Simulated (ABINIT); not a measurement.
Input of an ABINIT 10.8.3 (patched build) run:

run.abi

```
# Datasets: one volume each
ndtset 7
getwfk -1
scalecart1 3*0.9795861087
scalecart2 3*0.9864848297
scalecart3 3*0.9932883884
scalecart4 3*1.0000000000
scalecart5 3*1.0066227096
scalecart6 3*1.0131594038
scalecart7 3*1.0196128224

# Pseudopotentials
pp_dirpath "./"
pseudos "Ba_ONCV_PBE-1.2.upf, S_ONCV_PBE-1.2.upf"

# Structure
acell 3*1.0
rprim
     0.0000000000     6.0353128105     6.0353128105
     6.0353128105     0.0000000000     6.0353128105
     6.0353128105     6.0353128105     0.0000000000
ntypat 2
znucl 56 16
natom 2
typat 1 2
xred
     0.0000000000     0.0000000000     0.0000000000
     0.5000000000     0.5000000000     0.5000000000

# Plane-wave basis
ecut 816.341587 eV

# k points
kptopt 1
ngkpt 7 7 7
nshiftk 1
shiftk 0.0 0.0 0.0

# Exchange and correlation
ixc 11

# Bands and occupations
nband 12
occopt 3
tsmear 0.00183747

# SCF cycle
nstep 100
tolvrs 1.0e-10

# Output
iomode 3
prtwf 1
prtden 0
prteig 0
prtebands 0
enunit 1
```

Potentials or basis: SG15 NC PBE v1.2.

Launch:

```sh
$ abinit run.abi > log 2>&1
```

(1) Predict the bulk modulus.

(2) Estimate the pressure derivative of the bulk modulus.

Answers

(1) 42 GPa.

(2) 4.5.

Caveat: pressures at fixed basis lie under the slope of the energies.
